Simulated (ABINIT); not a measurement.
Runs of ABINIT 10.8.3 (patched build) on Ta. Symmetry: Im-3m, No. 229, cubic system. The conventional cell has a = 3.303 Å, b = 3.303 Å, c = 3.303 Å, α = 90.00°, β = 90.00°, γ = 90.00°. Ta (site symmetry m-3m) is surrounded by 8 Ta at 2.86 Å. 

| task | level | potentials or basis | spin | cutoff (eV) | fine-grid cutoff | gap on the mesh (eV) | V0 of scaled cells (Å³/atom) | B0 (GPa) |
| --- | --- | --- | --- | --- | --- | --- | --- | --- |
| band structure | PBE | PseudoDojo NC SR PBE v0.5 standard | off | 789 | - | none | - | - |
| equation of state | PBE | JTH PAW PBE v2.0 | off | 272 | 544.228 eV | - | 18.24 | (a) |
| equation of state | SOGGA | JTH PAW PBE v2.0 | off | 408 | 816.342 eV | - | 17.57 | 210 |
| band structure | LDA | JTH PAW LDA v2.0 | off | 408 | 816.342 eV | none | - | - |
| band structure | PW91 | JTH PAW PBE v2.0 | SOC, no magnetisation | 408 | 816.342 eV | none | - | - |

Alike in all rows: cell as given; k mesh 11 × 11 × 11; smearing fermi-dirac 0.05 eV.

Question: Estimate the missing entries.

Answer: (a) 195.

Caveats: spin-orbit coupling is left out, which moves the levels of the heavy elements (some runs); pressures at fixed basis lie under the slope of the energies (some runs); the PAW data sets were made with another functional, which shifts forces and pressure a little (some runs).

A k mesh can miss the band edges, and rows without SOC leave out spin-orbit coupling on Ta.

A gap of «none» marks a metal or a gap under the smearing width.
